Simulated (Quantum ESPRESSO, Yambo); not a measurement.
Planning a run of Yambo 5.3.0 on GaAs (F-43m). The input:

```
HF_and_locXC
gw0
dyson
ppa
em1d
rim_cut
RandQpts= 1000000
RandGvec= 1 RL
EXXRLvcs= 76 Ry
VXCRLvcs= 304 Ry
Chimod= "HARTREE"
% BndsRnXp
 1 | 110 |
%
NGsBlkXp= 6.5 Ry
% LongDrXp
 1 | 1 | 1 |
%
% GbndRnge
 1 | 110 |
%
DysSolver= "n"
ExtendOut
PPAPntXp= 27.21138 eV
% QPkrange
 1 | 1 | 25 | 32 |
%
```

```sh
OMP_NUM_THREADS=1 mpirun -n 4 yambo -F gw7.in -J gw7 -C gw7 > gw7.log
```

The stored states that it reads are on a 4×4×4 mesh. It takes space group F-43m (No. 216, cubic). The conventional cell has a = 5.654 Å, b = 5.654 Å, c = 5.654 Å, α = 90.00°, β = 90.00°, γ = 90.00°. Nearest to Ga lie 4 As at 2.45 Å. Nearest to As lie 4 Ga at 2.45 Å. Farther neighbours are not listed.

**Question.** Estimate wall time and host memory on 4 MPI ranks of Arm Neoverse V2, shared host.

It took 94 s; on shared hardware allow 47 s to 3.1 min. Peak host memory was 2.5 GiB.

The screening grows as filled bands × empty bands × pairs of k points, times the square of the screening basis for the matrix.

[Paths, hosts, dates, memory and timing lines, banners, echoed tables and standing remarks are left out of the program output.]

[Logs are printed without paths, hosts, clocks, repeated set-up lines and the standing remarks that a program may print on its own settings, such as how far it seeks lower states.]

[Runs of the session that timed out or met a known fault of the program may be left out.]

[Hosts, paths, dates, database ids (printed as entryN), source tags and the programs' standing remarks are cut or masked in the printed files.]
